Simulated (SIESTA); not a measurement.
HfO2:

```
Hf O
1.0
     3.61685    0.00000    0.00000
     1.80843    3.13229    0.00000
     1.80843    1.04410    2.95315
Hf O
1 2
Direct
  0.00000 0.00000 0.00000
  0.75000 0.75000 0.75000
  0.25000 0.25000 0.25000
```

Measurements of this composition are mostly on another form, of space group No. 14.

Base run:

```yaml
Program: SIESTA 5.4.2
Functional: PBE
Potentials_or_basis: PseudoDojo 0.4 standard (PBE files)
Basis: DZP (energy shift 0.003 Ry; two zetas on semicore shells)
Grid_cutoff: 800 Ry
Energy_shift: 0.003 Ry
k_mesh: 9 × 9 × 9
Occupations: fermi-dirac, width 0.05 eV
Spin: no spin polarisation
```

Its results: band gap on the k mesh 3.70 eV, indirect (least direct gap 3.83 eV); pressure 0.2 GPa.

Question: The run is repeated on the same cell with these changes: functional from PBE to vdW-DF-C09. What comes out?

Answer: Band gap on the k mesh 3.62 eV, indirect (least direct gap 3.74 eV); pressure -6.8 GPa.

Caveats: short orbitals over semicore shells can move pressures by several GPa; spin-orbit coupling is left out, which moves the levels of the heavy elements; an odd mesh through Γ misses points on the zone boundary, where band edges often lie; the basis of atomic orbitals isn't converged, which shifts pressures, moduli and gaps; the potentials were made for another functional, which shifts forces and pressure (some runs).
